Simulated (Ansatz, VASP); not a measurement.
## One calculation of TiB2, two programs

INCAR

```
SYSTEM = TiB2
  ALGO = Normal
  EDIFF = 1E-7
  ENCUT = 520
  GGA = PS
  ISIF = 2
  ISMEAR = -1
  LASPH = .True.
  LCHARG = .False.
  LREAL = .False.
  LWAVE = .False.
  NBANDS = 16
  NELM = 60
  PREC = Accurate
  SIGMA = 0.05
```

Contents of KPOINTS:

```
k-points
0
Gamma
  10 10 8
  0 0 0
```

The input POSCAR:

```
TiB2
1.0
    2.9882598462      0.0000000000      0.0000000000
   -1.4941299231      2.5879089399      0.0000000000
    0.0000000000      0.0000000000      3.1847676243
Ti B
1 2
Direct
    0.0000000000      0.0000000000      0.0000000000
    0.6666666667      0.3333333333      0.5000000000
    0.3333333333      0.6666666667      0.5000000000
```

The input input.yaml:

```yaml
crystal:
  lattice:
    - [2.9882598462, 0.0, 0.0]
    - [-1.4941299231, 2.5879089399, 0.0]
    - [0.0, 0.0, 3.1847676243]
  atoms:
    - { symbol: Ti, position: [0.0, 0.0, 0.0] }
    - { symbol: B, position: [0.6666666667, 0.3333333333, 0.5] }
    - { symbol: B, position: [0.3333333333, 0.6666666667, 0.5] }
hamiltonian:
  xc: pbesol
  pseudopotentials: { kind: paw }
kpoints:
  mp_grid: { grid: [10, 10, 8] }
scf:
  occupations: { method: fermi_dirac, width: 0.05 }
output:
  forces: true
  stress: true
  eigenvalues: true
  write_density: true
  write_potential: true
  elf: true
  volumetric_format: npy
```

Change from the starting cell: volume scaled by 0.96.

Alike in both runs: task single point; functional PBEsol; k mesh 10 × 10 × 8; occupations fermi-dirac, width 0.05 eV; no spin polarisation.

|  | VASP | Ansatz |
| --- | --- | --- |
| version | VASP 6.6.1 | Ansatz 0.2.0 |
| potentials or method | VASP PAW PBE potentials, release 64 (Ti_sv, B) | Ansatz PAW |
| plane-wave cutoff (eV) | 520 | 420 |
| valence electrons in the cell | 18 | 18 |

```tsv
	VASP	Ansatz	Ansatz less VASP
gap on the k mesh at the Fermi level (eV)	none	none	-
pressure (GPa)	6.3	5.9	-0.38
largest component of the traceless stress (GPa)	3.17	3.08	-0.093
```

A gap of «none» marks a metal or a gap that the smearing closes. The functional is the same, so the differences come from potentials, cutoffs and numerics.

Caveats: the PAW data sets were made with another functional, which shifts forces and pressure a little (VASP); the PAW data sets come from PBE, with cores solved anew for the run's functional, which leaves a small shift of forces and pressure (Ansatz).
